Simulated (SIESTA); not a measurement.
Runs of SIESTA 5.4.2 on Sn. The structure is tetragonal, space group I4_1/amd (No. 141). Conventional cell: a = 5.880 Å, b = 5.880 Å, c = 3.199 Å, α = 90.00°, β = 90.00°, γ = 90.00°. Sn (site symmetry -4m2) has 6 Sn at 3.05 to 3.20 Å as nearest neighbours. 

```tsv
task	level	potentials or basis	cell	gap on the mesh (eV)	pressure (GPa)	V0 of scaled cells (Å³/atom)	B0 (GPa)	largest force (eV/Å)
equation of state	LDA	PseudoDojo 0.4 standard (LDA files), DZP (energy shift 0.003 Ry; two zetas on semicore shells)	as given	-	-	26.59	58	-
single point	PBEsol	PseudoDojo 0.4 standard (PBEsol files), DZP (energy shift 0.003 Ry; two zetas on semicore shells)	atoms moved at random, drawn with an rms of 0.05 Å	none	-0.5	-	-	0.20
equation of state	PBE	PseudoDojo 0.4 standard (PBE files), DZP (energy shift 0.003 Ry; two zetas on semicore shells)	as given	-	-	28.91	(a)	-
single point	PBEsol	PseudoDojo 0.4 standard (PBEsol files), DZP (energy shift 0.003 Ry; two zetas on semicore shells)	as given	none	-0.6	-	-	-
single point	PBE	PseudoDojo 0.4 standard (PBE files), DZP (energy shift 0.003 Ry; two zetas on semicore shells)	as given	none	2.2	-	-	-
band structure	LDA	PseudoDojo 0.4 standard (LDA files), DZP (energy shift 0.003 Ry; two zetas on semicore shells)	as given	none	-2.1	-	-	-
band structure	PBE	PseudoDojo 0.4 standard (PBE files), DZP (energy shift 0.003 Ry; two zetas on semicore shells)	as given	none	2.2	-	-	-
single point	PBE	PseudoDojo 0.4 standard (PBE files), DZP (energy shift 0.003 Ry; two zetas on semicore shells)	atoms moved at random, drawn with an rms of 0.05 Å	none	2.3	-	-	0.21
equation of state	PBEsol	PseudoDojo 0.4 standard (PBEsol files), DZP (energy shift 0.003 Ry; two zetas on semicore shells)	as given	-	-	27.36	(b)	-
```

Alike in all rows: no spin polarisation; k mesh 9 × 9 × 9; smearing fermi-dirac 0.05 eV; grid cutoff 500 Ry; energy shift 0.003 Ry.

Problem. Estimate the missing entries.

Solution. (a) 47; (b) 54.

Caveats: the basis of atomic orbitals isn't converged, which shifts pressures, moduli and gaps; the cell was scaled at fixed shape and fractional positions, which overstates the stiffness of a crystal with free parameters, most of all of layers and chains (some runs); spin-orbit coupling is left out, which moves the levels of the heavy elements (some runs).

A k mesh can miss the band edges, and the runs leave out spin-orbit coupling on Sn.

A gap of «none» marks a metal or a gap under the smearing width.
